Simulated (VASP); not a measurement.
# Al in VASP: work function with PBE+D3(BJ)

Aim: the work function of Al with PBE+D3(BJ).

Everything below comes from runs of VASP 6.6.1. Logs are shortened: lines on timing, memory, paths and dates and some standing lists are left out, and cuts for length are marked.

### 1 Starting point

The cell holds a slab with vacuum, 4 atoms: a = 2.886 Å, b = 2.886 Å, c = 25.888 Å, α = 90.00°, β = 90.00°, γ = 90.00°.

The cell was built by a generator and needn't be a form met in nature.

### 2 Work function, PBE+D3(BJ)

The input, INCAR:

```
SYSTEM = Al
PREC = Accurate ; ENCUT = 520
EDIFF = 1E-6 ; ISMEAR = 1
SIGMA = 0.1 ; LREAL = .FALSE.
LASPH = .TRUE. ; NELM = 80
ALGO = Fast ; ISIF = 2
LWAVE = .FALSE. ; LCHARG = .TRUE.
LDIPOL = .TRUE. ; IDIPOL = 3
DIPOL = 0.5 0.5 0.500 ; GGA = PE
IVDW = 12 ; LVHAR = .TRUE.
LVACPOTAV = .TRUE. ; KPAR = 2
```

The input, KPOINTS:

```
Automatic mesh
0
G
  11 11 1
  0 0 0
```

The input, POSCAR:

```
Al                                      
1.0
    2.8857310900      0.0000000000      0.0000000000
    0.0000000000      2.8857310900      0.0000000000
    0.0000000000      0.0000000000     25.8881743900
  Al            
     4
Direct
     0.0000000000000000    0.0000000000000000    0.3813227396226065
     0.5000000000000000    0.5000000000000000    0.4612356516342762
     0.0000000000000000    0.0000000000000000    0.5387681783657208
     0.5000000000000000    0.5000000000000000    0.6186772603773935
```

Potentials or basis: VASP PAW PBE potentials, release 64 (Al).

On the command line:

```bash
$ cat potpaw_PBE.64/Al/POTCAR > POTCAR
$ mpirun -np 2 vasp_std > vasp.out
```

OUTCAR:

```text
SYSTEM = Al
   PREC = Accurate
   ENCUT = 520
   EDIFF = 1E-6
   ISMEAR = 1
   LREAL = .FALSE.
   LASPH = .TRUE.
   NELM = 80
   ISIF = 2
   GGA = PE
   IVDW = 12
 IVDW          = 12

 ion  position               nearest neighbor table
   1  0.000  0.000  0.381-   2 2.91   2 2.91   2 2.91   2 2.91
   2  0.500  0.500  0.461-   3 2.86   3 2.86   3 2.86   3 2.86   1 2.91   1 2.91   1 2.91   1 2.91

   3  0.000  0.000  0.539-   2 2.86   2 2.86   2 2.86   2 2.86   4 2.91   4 2.91   4 2.91   4 2.91

   4  0.500  0.500  0.619-   3 2.91   3 2.91   3 2.91   3 2.91

  LATTYP: Found a simple tetragonal cell.
 ALAT       =     2.8857310900
 C/A-ratio  =     8.9710973000

  Lattice vectors:

 A1 = (   2.8857310900,   0.0000000000,   0.0000000000)
 A2 = (   0.0000000000,   2.8857310900,   0.0000000000)
 A3 = (   0.0000000000,   0.0000000000,  25.8881743900)

Analysis of symmetry for initial positions (statically):
=====================================================================
 Subroutine PRICEL returns:
 Original cell was already a primitive cell.

 Routine SETGRP: Setting up the symmetry group for a
 simple tetragonal supercell.

 Subroutine GETGRP returns: Found 16 space group operations
 (whereof  8 operations were pure point group operations)
 out of a pool of 16 trial point group operations.

The static configuration has the point symmetry C_4v.
 The point group associated with its full space group is D_4h.

Analysis of symmetry for dynamics (positions and initial velocities):
=====================================================================
 Subroutine PRICEL returns:
 Original cell was already a primitive cell.

 Routine SETGRP: Setting up the symmetry group for a
 simple tetragonal supercell.

 Subroutine GETGRP returns: Found 16 space group operations
 (whereof  8 operations were pure point group operations)
 out of a pool of 16 trial point group operations.

The dynamic configuration has the point symmetry C_4v.
 The point group associated with its full space group is D_4h.

 Subroutine INISYM returns: Found 16 space group operations
 (whereof  8 operations are pure point group operations),
 and found     1 'primitive' translations

----------------------------------------------------------------------------------------

                                     Primitive cell

  volume of cell :     215.5823

  direct lattice vectors                    reciprocal lattice vectors
     2.885731090  0.000000000  0.000000000     0.346532636  0.000000000  0.000000000
     0.000000000  2.885731090  0.000000000     0.000000000  0.346532636  0.000000000
     0.000000000  0.000000000 25.888174390     0.000000000  0.000000000  0.038627676

  length of vectors
     2.885731090  2.885731090 25.888174390     0.346532636  0.346532636  0.038627676

  position of ions in fractional coordinates (direct lattice)
     0.000000000  0.000000000  0.381322740
     0.500000000  0.500000000  0.461235652
     0.000000000  0.000000000  0.538768178
     0.500000000  0.500000000  0.618677260

  ion indices of the primitive-cell ions
   primitive index   ion index
                 1           1
                 2           2
                 3           3
                 4           4

----------------------------------------------------------------------------------------

 KPOINTS: Automatic mesh

Automatic generation of k-mesh.
 Grid dimensions read from file:
 generate k-points for:   11   11    1

 Generating k-lattice:

  Cartesian coordinates                     Fractional coordinates (reciprocal lattice)
     0.031502967  0.000000000  0.000000000     0.090909091  0.000000000  0.000000000
     0.000000000  0.031502967  0.000000000     0.000000000  0.090909091  0.000000000
     0.000000000  0.000000000  0.038627676     0.000000000  0.000000000  1.000000000

  Length of vectors
     0.031502967  0.031502967  0.038627676

  Shift w.r.t. Gamma in fractional coordinates (k-lattice)
     0.000000000  0.000000000  0.000000000

 Subroutine IBZKPT returns following result:
 ===========================================

 Found     21 irreducible k-points:

 Following reciprocal coordinates:
            Coordinates               Weight
  0.000000  0.000000  0.000000      1.000000
  0.090909  0.000000  0.000000      4.000000
  0.181818  0.000000  0.000000      4.000000
  0.272727  0.000000  0.000000      4.000000
  0.363636  0.000000  0.000000      4.000000
  0.454545  0.000000  0.000000      4.000000
[... 13 lines left out ...]
  0.454545  0.363636  0.000000      8.000000
  0.454545  0.454545  0.000000      4.000000
   k-points           NKPTS =     21   k-points in BZ     NKDIM =     21   number of bands    NBANDS=     10
   number of dos      NEDOS =    301   number of ions     NIONS =      4
   total plane-waves  NPLWV = 112896
   dimension x,y,z NGX =    24 NGY =   24 NGZ =  196
   dimension x,y,z NGXF=    48 NGYF=   48 NGZF=  392
   ions per type =               4
   NGX,Y,Z   is equivalent  to a cutoff of  13.83, 13.83, 12.59 a.u.
   NGXF,Y,Z  is equivalent  to a cutoff of  27.65, 27.65, 25.17 a.u.
 SYSTEM =  Al
   PREC   = accura    normal or accurate (medium, high low for compatibility)
   ISTART =      0    job   : 0-new  1-cont  2-samecut
   ICHARG =      2    charge: 1-file 2-atom 10-const
   ISPIN  =      1    spin polarized calculation?
   LNONCOLLINEAR =      F non collinear calculations
   LSORBIT =      F    spin-orbit coupling
   LASPH  =      T    aspherical Exc in radial PAW
   ENCUT  =  520.0 eV  38.22 Ry    6.18 a.u.   5.37  5.37 48.13*2*pi/ulx,y,z
   NELM   =     80;   NELMIN=  2; NELMDL= -5     # of ELM steps
   EDIFF  = 0.1E-05   stopping-criterion for ELM
   LREAL  =      F    real-space projection
   EDIFFG = 0.1E-04   stopping-criterion for IOM
   NSW    =      0    number of steps for IOM
   IBRION =     -1    ionic relax: 0-MD 1-quasi-New 2-CG
   NFREE  =      0    steps in history (QN), initial steepest desc. (CG)
   ISIF   =      2    stress and relaxation
   ISYM   =      2    0-nonsym 1-usesym 2-fastsym
   POTIM  = 0.5000    time-step for ionic-motion
   TEBEG  =    0.0;   TEEND  =   0.0 temperature during run
   PSTRESS=    0.0 pullay stress
   NELECT =      12.0000    total number of electrons
   NUPDOWN=      -1.0000    fix difference up-down
   EMIN   =  10.00;   EMAX   =-10.00  energy-range for DOS
   EFERMI =   0.00;   METHOD = LEGACY
   ISMEAR =     1;   SIGMA  =   0.10  broadening in eV -4-tet -1-fermi 0-gaus
   EFERMI_NEDOS =   21; number of points for ismear=-14 and -15
   IALGO  =     68    algorithm
   IMIX   =      4    mixing-type and parameters
     AMIX     =   0.40;   BMIX     =  1.00
     AMIX_MAG =   1.60;   BMIX_MAG =  1.00
  volume/ion in A,a.u.               =      53.90       363.71
  Fermi-wavevector in a.u.,A,eV,Ry     =   0.625073  1.181217  5.316020  0.390716
  Thomas-Fermi vector in A             =   1.685852
   LORBIT       =      0    0 simple, 1 ext, 2 COOP (PROOUT), +10 PAW based schemes
   GGA     = PE    functional components
   LHFCALC =     F    Hartree Fock is set to
   AEXX    =    0.0000 exact exchange contribution
   IVDW    =    12    specifies the selected vdW correction
   LEPSILON=     F    determine dielectric tensor
   LRPA    =     F    only Hartree local field effects (RPA)
 non-spin polarized calculation
 RMM-DIIS sequential band-by-band and
 Methfessel and Paxton  Order N= 1 SIGMA  =   0.10
  energy-cutoff  :      520.00
  volume of cell :      215.58
 maximum number of plane-waves:      5869
 NGX is ok and might be reduce to    24
   NGX = 11   NGY = 11   NGZ = 97

 number of electron      12.0000000 magnetization

 dipolmoment           0.000000      0.000000     -0.000301 electrons x Angstroem

 Free energy of the ion-electron system (eV)
  ---------------------------------------------------
  ext. energy  EPLUGINS =         0.00000000
  ---------------------------------------------------
  free energy    TOTEN  =       -13.95323605 eV

  energy without entropy =      -13.95445346  energy(sigma->0) =      -13.95364185

 E-fermi :  -0.4662     XC(G=0):  -3.9507

 val. band max:       -0.4791377887   @ k =   0.3636   0.0909   0.0000
 cond. band min:      -0.3975932317   @ k =   0.2727   0.0909   0.0000
 fundamental gap:      0.0815445570
 Fermi energy:        -0.4661739354

 k-point     1 :       0.0000    0.0000    0.0000
  band No.  band energies     occupation
      1     -10.9994      2.00000
      2      -9.5831      2.00000
      3      -7.5356      2.00000
      4      -4.7280      2.00000
      5      -2.4142      2.00000
      6       0.9853     -0.00000
      7       2.9814      0.00000
      8       3.8167      0.00000
      9       5.2050      0.00000
     10       5.3328      0.00000

 k-point     2 :       0.0909    0.0000    0.0000
  band No.  band energies     occupation
      1     -10.8530      2.00000
      2      -9.4378      2.00000
      3      -7.3918      2.00000
      4      -4.5852      2.00000
      5      -2.2781      2.00000
      6       1.1174     -0.00000
      7       2.8732      0.00000
      8       3.1240      0.00000
      9       3.9654      0.00000
     10       4.1831      0.00000

 k-point     3 :       0.1818    0.0000    0.0000
  band No.  band energies     occupation
      1     -10.4145      2.00000
      2      -9.0027      2.00000
      3      -6.9614      2.00000
      4      -4.1582      2.00000
      5      -1.8715      2.00000
      6       0.3671     -0.00000
      7       1.5739      0.00000
      8       1.7322      0.00000
      9       3.5675      0.00000
     10       3.6722      0.00000

 k-point     4 :       0.2727    0.0000    0.0000
  band No.  band energies     occupation
      1      -9.6866      2.00000
      2      -8.2804      2.00000
      3      -6.2472      2.00000
      4      -3.4527      2.00000
      5      -1.9152      2.00000
      6      -1.2223      2.00000
      7      -0.5217      1.79786
      8       1.3713     -0.00000
      9       2.3077      0.00000
     10       4.0966      0.00000

 k-point     5 :       0.3636    0.0000    0.0000
  band No.  band energies     occupation
      1      -8.6737      2.00000
      2      -7.2754      2.00000
      3      -5.2547      2.00000
      4      -3.9893      2.00000
      5      -2.6271      2.00000
      6      -2.4882      2.00000
      7      -0.6110      2.05980
      8      -0.2554     -0.01113
      9       2.2143      0.00000
     10       3.1530      0.00000

 k-point     6 :       0.4545    0.0000    0.0000
  band No.  band energies     occupation
      1      -7.3819      2.00000
      2      -6.0106      2.00000
      3      -5.7976      2.00000
      4      -4.4453      2.00000
      5      -3.9815      2.00000
      6      -2.4887      2.00000
      7      -1.1571      2.00000
      8       0.1769     -0.00000
      9       1.2421     -0.00000
     10       2.5430      0.00000
[... 144 lines left out ...]
 k-point    18 :       0.4545    0.2727    0.0000
  band No.  band energies     occupation
      1      -6.1059      2.00000
      2      -4.7467      2.00000
      3      -4.5443      2.00000
      4      -3.1994      2.00000
      5      -2.7377      2.00000
      6      -1.2637      2.00000
      7       0.0527     -0.00000
      8       1.3748     -0.00000
      9       1.7104      0.00000
     10       2.3612      0.00000

 k-point    19 :       0.3636    0.3636    0.0000
  band No.  band energies     occupation
      1      -6.3891      2.00000
      2      -5.0078      2.00000
      3      -3.0145      2.00000
      4      -2.3495      2.00000
      5      -1.0261      2.00000
      6      -1.0241      2.00000
      7      -0.2730     -0.01983
      8       0.3479     -0.00000
      9       0.8705     -0.00000
     10       1.9220      0.00000

 k-point    20 :       0.4545    0.3636    0.0000
  band No.  band energies     occupation
      1      -5.1293      2.00000
      2      -3.7803      2.00000
      3      -3.6157      2.00000
      4      -2.2837      2.00000
      5      -1.7866      2.00000
      6      -0.3651     -0.05246
      7      -0.2969     -0.03770
      8       0.9530     -0.00000
      9       0.9801     -0.00000
     10       1.2428     -0.00000

 k-point    21 :       0.4545    0.4545    0.0000
  band No.  band energies     occupation
      1      -3.9174      2.00000
      2      -2.8895      2.00000
      3      -2.5679      2.00000
      4      -1.5857      2.00000
      5      -1.5645      2.00000
      6      -0.6307      2.04198
      7      -0.6145      2.05680
      8      -0.1280     -0.00002
      9       0.3320     -0.00000
     10       0.8039     -0.00000

------------------------ aborting loop because EDIFF is reached ----------------------------------------

 Edisp (eV)   -0.93659

 E8    (eV) :    -0.4357

  FORCE on cell =-STRESS in cart. coord.  units (eV):
  Direction    XX          YY          ZZ          XY          YZ          ZX
  --------------------------------------------------------------------------------------
  -------------------------------------------------------------------------------------
  Total      -3.86305    -3.86305     0.02197     0.00000     0.00000     0.00000
  in kB     -28.70964   -28.70964     0.16328     0.00000     0.00000     0.00000
  external pressure =      -19.09 kB  Pullay stress =        0.00 kB

 VOLUME and BASIS-vectors are now :
 -----------------------------------------------------------------------------
  energy-cutoff  :      520.00
  volume of cell :      215.58
      direct lattice vectors                 reciprocal lattice vectors
     2.885731090  0.000000000  0.000000000     0.346532636  0.000000000  0.000000000
     0.000000000  2.885731090  0.000000000     0.000000000  0.346532636  0.000000000
     0.000000000  0.000000000 25.888174390     0.000000000  0.000000000  0.038627676

 POSITION                                       TOTAL-FORCE (eV/Angst)
 -----------------------------------------------------------------------------------
      0.00000      0.00000      9.87175         0.000000     -0.000000     -0.002887
      1.44287      1.44287     11.94055         0.000000     -0.000000     -0.005009
      0.00000      0.00000     13.94772         0.000000      0.000000      0.005009
      1.44287      1.44287     16.01642        -0.000000      0.000000      0.002887
 -----------------------------------------------------------------------------------
    total drift:                               -0.000000      0.000000     -0.007579

  FREE ENERGIE OF THE ION-ELECTRON SYSTEM (eV)
  ---------------------------------------------------
  free  energy   TOTEN  =       -14.8898220373 eV

  energy  without entropy=      -14.8910394475  energy(sigma->0) =      -14.89022784

 vacuum level on the upper side and lower side of the slab         3.855         3.862
```

Wall time 31 s (2 MPI ranks of AMD EPYC 9R14 (Zen 4), shared host); peak memory 0.3 GiB.

Results:

```yaml
Free_energy: -14.8898 eV
Largest_force: 0.005 eV/Å
Band_gap_on_the_k_mesh: none (metal or under the smearing width)
Dispersion_energy_per_atom: -0.234 eV
Work_function_of_the_upper_face: 4.32 eV
Work_function_of_the_lower_face: 4.33 eV
```

Forces on the atoms (eV/Å):
```
Al   0.000  0.000 -0.003
Al   0.000  0.000 -0.005
Al   0.000  0.000  0.005
Al   0.000  0.000  0.003
```
